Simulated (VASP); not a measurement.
# Rh (Fm-3m) in VASP: a series of runs

One crystal, Rh, is run at these levels: PBE, LDA; tasks: relaxation of cell and atoms, single point.

Program: VASP 6.6.1. These are calculated values, not measurements. Logs are shortened: lines on timing, memory, paths and dates and some standing lists are left out, and cuts for length are marked.

### Step 1. Starting point

It takes space group Fm-3m (No. 225, cubic). Conventional cell: a = 3.803 Å, b = 3.803 Å, c = 3.803 Å, α = 90.00°, β = 90.00°, γ = 90.00°. Around Rh (site symmetry m-3m) lie 12 Rh at 2.69 Å.

### Step 2. Relaxation of cell and atoms, PBE

INCAR reads:

```
SYSTEM = Rh
  PREC = Accurate
  ENCUT = 600
  EDIFF = 1E-6
  ISMEAR = 1
  SIGMA = 0.1
  LREAL = .False.
  LASPH = .True.
  NELM = 120
  ALGO = Normal
  ISIF = 3
  LWAVE = .False.
  LCHARG = .False.
  GGA = PE
  IBRION = 2
  NSW = 80
  EDIFFG = -0.01
  ISYM = 2
  KPAR = 4
```

KPOINTS reads:

```
Automatic mesh
0
Gamma
  20 20 20
  0 0 0
```

POSCAR reads:

```
Rh
1.0
    0.0000000000      1.9015500000      1.9015500000
    1.9015500000      0.0000000000      1.9015500000
    1.9015500000      1.9015500000      0.0000000000
Rh
1
Direct
    0.0000000000      0.0000000000      0.0000000000
```

Potentials or basis: VASP PAW PBE potentials, release 64 (Rh_pv).

The run is started by

```
> cat potpaw_PBE.64/Rh_pv/POTCAR > POTCAR
> mpirun -np 4 vasp_std > vasp.out
```

OUTCAR:

```text
SYSTEM = Rh
   PREC = Accurate
   ENCUT = 600
   EDIFF = 1E-6
   ISMEAR = 1
   LREAL = .False.
   LASPH = .True.
   NELM = 120
   ISIF = 3
   GGA = PE
   IBRION = 2
   NSW = 80
   EDIFFG = -0.01
   ISYM = 2

 ion  position               nearest neighbor table
   1  0.000  0.000  0.000-

  LATTYP: Found a face centered cubic cell.
 ALAT       =     3.8031000000

  Lattice vectors:

 A1 = (   0.0000000000,   1.9015500000,   1.9015500000)
 A2 = (   1.9015500000,   0.0000000000,   1.9015500000)
 A3 = (   1.9015500000,   1.9015500000,   0.0000000000)

Analysis of symmetry for initial positions (statically):
=====================================================================
 Subroutine PRICEL returns:
 Original cell was already a primitive cell.

 Routine SETGRP: Setting up the symmetry group for a
 face centered cubic supercell.

 Subroutine GETGRP returns: Found 48 space group operations
 (whereof 48 operations were pure point group operations)
 out of a pool of 48 trial point group operations.

The static configuration has the point symmetry O_h .

Analysis of symmetry for dynamics (positions and initial velocities):
=====================================================================
 Subroutine PRICEL returns:
 Original cell was already a primitive cell.

 Routine SETGRP: Setting up the symmetry group for a
 face centered cubic supercell.

 Subroutine GETGRP returns: Found 48 space group operations
 (whereof 48 operations were pure point group operations)
 out of a pool of 48 trial point group operations.

The dynamic configuration has the point symmetry O_h .

 Subroutine INISYM returns: Found 48 space group operations
 (whereof 48 operations are pure point group operations),
 and found     1 'primitive' translations

----------------------------------------------------------------------------------------

                                     Primitive cell

  volume of cell :      13.7516

  direct lattice vectors                    reciprocal lattice vectors
     0.000000000  1.901550000  1.901550000    -0.262943388  0.262943388  0.262943388
     1.901550000  0.000000000  1.901550000     0.262943388 -0.262943388  0.262943388
     1.901550000  1.901550000  0.000000000     0.262943388  0.262943388 -0.262943388

  length of vectors
     2.689197800  2.689197800  2.689197800     0.455431308  0.455431308  0.455431308

  position of ions in fractional coordinates (direct lattice)
     0.000000000  0.000000000  0.000000000

  ion indices of the primitive-cell ions
   primitive index   ion index
                 1           1

----------------------------------------------------------------------------------------

 KPOINTS: Automatic mesh

Automatic generation of k-mesh.
 Grid dimensions read from file:
 generate k-points for:   20   20   20

 Generating k-lattice:

  Cartesian coordinates                     Fractional coordinates (reciprocal lattice)
    -0.013147169  0.013147169  0.013147169     0.050000000  0.000000000  0.000000000
     0.013147169 -0.013147169  0.013147169     0.000000000  0.050000000  0.000000000
     0.013147169  0.013147169 -0.013147169     0.000000000  0.000000000  0.050000000

  Length of vectors
     0.022771565  0.022771565  0.022771565

  Shift w.r.t. Gamma in fractional coordinates (k-lattice)
     0.000000000  0.000000000  0.000000000

 Subroutine IBZKPT returns following result:
 ===========================================

 Found    256 irreducible k-points:

 Following reciprocal coordinates:
            Coordinates               Weight
  0.000000  0.000000  0.000000      1.000000
  0.050000  0.000000  0.000000      8.000000
  0.100000  0.000000  0.000000      8.000000
  0.150000  0.000000  0.000000      8.000000
  0.200000  0.000000  0.000000      8.000000
  0.250000  0.000000  0.000000      8.000000
[... 16 lines left out ...]
 -0.400000  0.050000  0.000000     24.000000
 -0.350000  0.050000  0.000000     24.000000
 [... further k-points ...]
   k-points           NKPTS =    256   k-points in BZ     NKDIM =    256   number of bands    NBANDS=     11
   number of dos      NEDOS =    301   number of ions     NIONS =      1
   total plane-waves  NPLWV =  13824
   dimension x,y,z NGX =    24 NGY =   24 NGZ =   24
   dimension x,y,z NGXF=    48 NGYF=   48 NGZF=   48
   ions per type =               1
   NGX,Y,Z   is equivalent  to a cutoff of  14.84, 14.84, 14.84 a.u.
   NGXF,Y,Z  is equivalent  to a cutoff of  29.67, 29.67, 29.67 a.u.
 SYSTEM =  Rh
   PREC   = accura    normal or accurate (medium, high low for compatibility)
   ISTART =      0    job   : 0-new  1-cont  2-samecut
   ICHARG =      2    charge: 1-file 2-atom 10-const
   ISPIN  =      1    spin polarized calculation?
   LNONCOLLINEAR =      F non collinear calculations
   LSORBIT =      F    spin-orbit coupling
   LASPH  =      T    aspherical Exc in radial PAW
   ENCUT  =  600.0 eV  44.10 Ry    6.64 a.u.   5.37  5.37  5.37*2*pi/ulx,y,z
   NELM   =    120;   NELMIN=  2; NELMDL= -5     # of ELM steps
   EDIFF  = 0.1E-05   stopping-criterion for ELM
   LREAL  =      F    real-space projection
   EDIFFG = -.1E-01   stopping-criterion for IOM
   NSW    =     80    number of steps for IOM
   IBRION =      2    ionic relax: 0-MD 1-quasi-New 2-CG
   NFREE  =      1    steps in history (QN), initial steepest desc. (CG)
   ISIF   =      3    stress and relaxation
   ISYM   =      2    0-nonsym 1-usesym 2-fastsym
   POTIM  = 0.5000    time-step for ionic-motion
   TEBEG  =    0.0;   TEEND  =   0.0 temperature during run
   PSTRESS=    0.0 pullay stress
   NELECT =      15.0000    total number of electrons
   NUPDOWN=      -1.0000    fix difference up-down
   EMIN   =  10.00;   EMAX   =-10.00  energy-range for DOS
   EFERMI =   0.00;   METHOD = LEGACY
   ISMEAR =     1;   SIGMA  =   0.10  broadening in eV -4-tet -1-fermi 0-gaus
   EFERMI_NEDOS =   21; number of points for ismear=-14 and -15
   IALGO  =     38    algorithm
   IMIX   =      4    mixing-type and parameters
     AMIX     =   0.40;   BMIX     =  1.00
     AMIX_MAG =   1.60;   BMIX_MAG =  1.00
  volume/ion in A,a.u.               =      13.75        92.80
  Fermi-wavevector in a.u.,A,eV,Ry     =   1.685211  3.184586 38.639656  2.839935
  Thomas-Fermi vector in A             =   2.768095
   LORBIT       =      0    0 simple, 1 ext, 2 COOP (PROOUT), +10 PAW based schemes
   GGA     = PE    functional components
   LHFCALC =     F    Hartree Fock is set to
   AEXX    =    0.0000 exact exchange contribution
   IVDW    =     0    specifies the selected vdW correction
   LEPSILON=     F    determine dielectric tensor
   LRPA    =     F    only Hartree local field effects (RPA)
 conjugate gradient relaxation of ions
 non-spin polarized calculation
 Methfessel and Paxton  Order N= 1 SIGMA  =   0.10
  energy-cutoff  :      600.00
  volume of cell :       13.75
 maximum number of plane-waves:       477
 NGX is ok and might be reduce to    24
   NGX = 11   NGY = 11   NGZ = 11

--------------------------------------- Ionic step        1  -------------------------------------------

 number of electron      15.0000002 magnetization

 Free energy of the ion-electron system (eV)
  ---------------------------------------------------
  ext. energy  EPLUGINS =         0.00000000
  ---------------------------------------------------
  free energy    TOTEN  =        -7.25452839 eV

  energy without entropy =       -7.25459559  energy(sigma->0) =       -7.25455079

------------------------ aborting loop because EDIFF is reached ----------------------------------------

  FORCE on cell =-STRESS in cart. coord.  units (eV):
  Direction    XX          YY          ZZ          XY          YZ          ZX
  --------------------------------------------------------------------------------------
  -------------------------------------------------------------------------------------
  Total        0.4788821      0.4788821      0.4788821      0.0000000      0.0000000      0.0000000
  in kB       55.7937997     55.7937997     55.7937997      0.0000000      0.0000000      0.0000000
  external PRESSURE =      55.7937997 kB  Pullay stress =       0.0000000 kB
[... 55 lines left out ...]
  energy  without entropy=       -7.2348339164  energy(sigma->0) =       -7.23463709

--------------------------------------- Ionic step        3  -------------------------------------------

 number of electron      15.0000000 magnetization

 Free energy of the ion-electron system (eV)
  ---------------------------------------------------
  ext. energy  EPLUGINS =         0.00000000
  ---------------------------------------------------
  free energy    TOTEN  =        -7.25936064 eV

  energy without entropy =       -7.25949179  energy(sigma->0) =       -7.25940436

 E-fermi :  11.5277     XC(G=0): -13.8957

 val. band max:       11.5263374414   @ k =  -0.3500   0.2000   0.0500
 cond. band min:      11.5277926459   @ k =  -0.3500   0.2500   0.0500
 fundamental gap:      0.0014552045
 Fermi energy:        11.5276975695

 k-point     1 :       0.0000    0.0000    0.0000
  band No.  band energies     occupation
      1     -34.8209      2.00000
      2     -34.8209      2.00000
      3     -34.8209      2.00000
      4       3.7173      2.00000
      5       8.5430      2.00000
      6       8.5430      2.00000
      7       8.5430      2.00000
      8      10.5611      2.00000
      9      10.5611      2.00000
     10      27.5295      0.00000
     11      32.1196      0.00000
[... 309 lines left out ...]
 k-point    24 :      -0.3500    0.0500    0.0000
  band No.  band energies     occupation
      1     -35.3882      2.00000
      2     -34.9184      2.00000
      3     -34.8958      2.00000
      4       5.7786      2.00000
      5       8.6040      2.00000
      6       8.6859      2.00000
      7       9.9758      2.00000
      8      11.3341      2.01957
      9      12.0660     -0.00000
     10      22.7014      0.00000
     11      27.8851      0.00000

 [... further k-points ...]

------------------------ aborting loop because EDIFF is reached ----------------------------------------

  FORCE on cell =-STRESS in cart. coord.  units (eV):
  Direction    XX          YY          ZZ          XY          YZ          ZX
  --------------------------------------------------------------------------------------
  -------------------------------------------------------------------------------------
  Total       -0.0037478     -0.0037478     -0.0037478      0.0000000      0.0000000     -0.0000000
  in kB       -0.4276509     -0.4276509     -0.4276509      0.0000000      0.0000000     -0.0000000
  external PRESSURE =      -0.4276509 kB  Pullay stress =       0.0000000 kB
[... 16 lines left out ...]
  FREE ENERGIE OF THE ION-ELECTRON SYSTEM (eV)
  ---------------------------------------------------
  free  energy   TOTEN  =        -7.2593606382 eV

  energy  without entropy=       -7.2594917904  energy(sigma->0) =       -7.25940436

 reached required accuracy - stopping structural energy minimisation
```

Wall time 11 s (4 MPI ranks of Intel Xeon 6975P-C (Granite Rapids), shared host); peak memory 0.16 GiB.

What came out:

- Free energy: -7.2594 eV
- Relaxed volume: 14.04 Å³/atom
- Relaxed cell: a = 2.708 Å, b = 2.708 Å, c = 2.708 Å, α = 60.00°, β = 60.00°, γ = 60.00°
- Space group after relaxing (to 0.05 Å): Fm-3m (No. 225)
- Energy gained by relaxing: 4.8 meV/atom
- Ionic steps: 3
- Pressure after relaxing: 0.0 GPa
- Band gap on the k mesh: none (metal or under the smearing width)

The path:
| step | energy change (eV) | largest force (eV/Å) | pressure (GPa) | volume (Å³) |
| --- | --- | --- | --- | --- |
| 1 | 0.0000 | 0.0000 | 5.58 | 13.75 |
| 2 | 0.0200 | 0.0000 | -10.96 | 14.73 |
| 3 | -0.0048 | 0.0000 | -0.04 | 14.04 |

Final structure:
```yaml
crystal:
  lattice:
    - [0.00000, 1.91480, 1.91480]
    - [1.91480, 0.00000, 1.91480]
    - [1.91480, 1.91480, 0.00000]
  atoms:
    - { symbol: Rh, position: [0.00000, 0.00000, 0.00000] }
```

PBE usually gives volumes a little too large and moduli too small. Zero-point motion and thermal expansion aren't in these numbers.

### Step 3. Single point, LDA

This run uses another cell than the first one, of 14.04 Å³/atom, 1.021 times its volume.

INCAR reads:

```
SYSTEM = Rh
  PREC = Accurate
  ENCUT = 450
  EDIFF = 1E-6
  ISMEAR = 1
  SIGMA = 0.1
  LREAL = .False.
  LASPH = .True.
  NELM = 120
  ALGO = Normal
  ISIF = 2
  LWAVE = .False.
  LCHARG = .False.
  GGA = CA
  NBANDS = 14
  KPAR = 4
```

KPOINTS is that of step 2.

POSCAR reads:

```
Rh                                      
1.0
    0.0000000000      1.9148039974      1.9148039974
    1.9148039974     -0.0000000000      1.9148039974
    1.9148039974      1.9148039974      0.0000000000
  Rh            
     1
Direct
     0.0000000000000000    0.0000000000000000    0.0000000000000000
```

Potentials or basis: VASP PAW LDA potentials, release 64 (Rh_pv).

The run is started by

```
> cat potpaw_LDA.64/Rh_pv/POTCAR > POTCAR
> mpirun -np 4 vasp_std > vasp.out
```

Run time: 4.8 s. Hardware: 4 MPI ranks of Intel Xeon 6975P-C (Granite Rapids), shared host; peak memory 0.14 GiB.

It converged, with:

- Free energy: -8.6443 eV
- Pressure: -15.8 GPa
- Band gap on the k mesh: none (metal or under the smearing width)

Levels at points of the mesh, in eV from the Fermi level:
```csv
k point,band 5,band 6,band 7,band 8,band 9,band 10
"(0.00, 0.00, 0.00)",-3.02,-3.02,-3.02,-0.96,-0.96,15.96
"(0.50, 0.00, 0.00)",-3.08,-3.08,0.55,0.55,0.71,8.36
"(0.50, 0.50, 0.00)",-5.81,0.54,0.95,0.95,3.17,11.96
```

Caveat: so large a pressure means that the cell lies far from this level's equilibrium, or that cutoff or potentials fall short.

### Step 4. Single point, PBE

This run uses another cell than the first one, of 14.04 Å³/atom, 1.021 times its volume.

Changes to INCAR since step 3:

```diff
@@ -13,3 +13,3 @@
   LCHARG = .False.
-  GGA = CA
+  GGA = PE
   NBANDS = 14
```

KPOINTS is that of step 3.

POSCAR is that of step 3.

Potentials or basis: VASP PAW PBE potentials, release 64 (Rh_pv).

The run is started by

```
> cat potpaw_PBE.64/Rh_pv/POTCAR > POTCAR
> mpirun -np 4 vasp_std > vasp.out
```

OUTCAR:

```text
SYSTEM = Rh
   PREC = Accurate
   ENCUT = 450
   EDIFF = 1E-6
   ISMEAR = 1
   LREAL = .False.
   LASPH = .True.
   NELM = 120
   ISIF = 2
   GGA = PE

 ion  position               nearest neighbor table
   1  0.000  0.000  0.000-

  LATTYP: Found a face centered cubic cell.
 ALAT       =     3.8296079948

  Lattice vectors:

 A1 = (   0.0000000000,   1.9148039974,   1.9148039974)
 A2 = (   1.9148039974,   0.0000000000,   1.9148039974)
 A3 = (   1.9148039974,   1.9148039974,   0.0000000000)

[... 586 lines left out ...]
     14      34.6262      0.00000

 [... further k-points ...]

------------------------ aborting loop because EDIFF is reached ----------------------------------------

  FORCE on cell =-STRESS in cart. coord.  units (eV):
  Direction    XX          YY          ZZ          XY          YZ          ZX
  --------------------------------------------------------------------------------------
  -------------------------------------------------------------------------------------
  Total       -0.0108250     -0.0108250     -0.0108250      0.0000000     -0.0000000     -0.0000000
  in kB       -1.2351984     -1.2351984     -1.2351984      0.0000000     -0.0000000     -0.0000000
  external PRESSURE =      -1.2351984 kB  Pullay stress =       0.0000000 kB

 VOLUME and BASIS-vectors are now :
 -----------------------------------------------------------------------------
  energy-cutoff  :      450.00
  volume of cell :       14.04
      direct lattice vectors                 reciprocal lattice vectors
     0.000000000  1.914803997  1.914803997    -0.261123332  0.261123332  0.261123332
     1.914803997  0.000000000  1.914803997     0.261123332 -0.261123332  0.261123332
     1.914803997  1.914803997  0.000000000     0.261123332  0.261123332 -0.261123332

 POSITION                                       TOTAL-FORCE (eV/Angst)
 -----------------------------------------------------------------------------------
      0.00000      0.00000      0.00000         0.000000      0.000000      0.000000
 -----------------------------------------------------------------------------------
    total drift:                                0.000000      0.000000      0.000000

  FREE ENERGIE OF THE ION-ELECTRON SYSTEM (eV)
  ---------------------------------------------------
  free  energy   TOTEN  =        -7.2592999937 eV

  energy  without entropy=       -7.2594308657  energy(sigma->0) =       -7.25934362
```

OSZICAR:

```text
N       E                     dE             d eps       ncg     rms          rms(c)
DAV:   1     0.110246283288E+03    0.11025E+03   -0.81086E+03  7236   0.103E+03
DAV:   2    -0.629300674096E+01   -0.11654E+03   -0.11162E+03  7930   0.320E+02
DAV:   3    -0.775635204918E+01   -0.14633E+01   -0.14615E+01  8632   0.395E+01
DAV:   4    -0.776195689598E+01   -0.56048E-02   -0.56045E-02  8218   0.251E+00
DAV:   5    -0.776200637719E+01   -0.49481E-04   -0.49481E-04  8422   0.208E-01    0.960E+00
DAV:   6    -0.727671574353E+01    0.48529E+00   -0.82546E-01  7600   0.126E+01    0.328E+00
DAV:   7    -0.726259892372E+01    0.14117E-01   -0.16916E-02  8350   0.145E+00    0.160E+00
DAV:   8    -0.725941392169E+01    0.31850E-02   -0.32072E-03  7666   0.753E-01    0.166E-01
DAV:   9    -0.725929864393E+01    0.11528E-03   -0.96629E-05  7666   0.134E-01    0.110E-02
DAV:  10    -0.725929975752E+01   -0.11136E-05   -0.31147E-06  8134   0.214E-02    0.273E-03
DAV:  11    -0.725929999368E+01   -0.23616E-06   -0.26555E-07  3860   0.718E-03
   1 F= -.72593000E+01 E0= -.72593436E+01  d E =0.130872E-03
```

Wall time 5.1 s (4 MPI ranks of Intel Xeon 6975P-C (Granite Rapids), shared host); peak memory 0.15 GiB.

What came out:

```
Free energy            : -7.2593 eV
Pressure               : -0.1 GPa
Band gap on the k mesh : none (metal or under the smearing width)
```

### Step 5. Overview

```tsv
task	level	potentials or basis	cell	cutoff (eV)	gap on the mesh (eV)	pressure (GPa)
relaxation of cell and atoms	PBE	VASP PAW PBE potentials, release 64 (Rh_pv)	relaxed	600	none	0.0
single point	LDA	VASP PAW LDA potentials, release 64 (Rh_pv)	Fm-3m, 14.04 Å³/atom	450	none	-15.8
single point	PBE	VASP PAW PBE potentials, release 64 (Rh_pv)	Fm-3m, 14.04 Å³/atom	450	none	-0.1
```

Alike in all rows: no spin polarisation; k mesh 20 × 20 × 20; smearing methfessel-paxton 0.1 eV.

Caveats: so large a pressure means that the cell lies far from this level's equilibrium, or that cutoff or potentials fall short (some runs).

Total energies depend on the potentials used, so only differences within one code and one set of settings carry meaning.
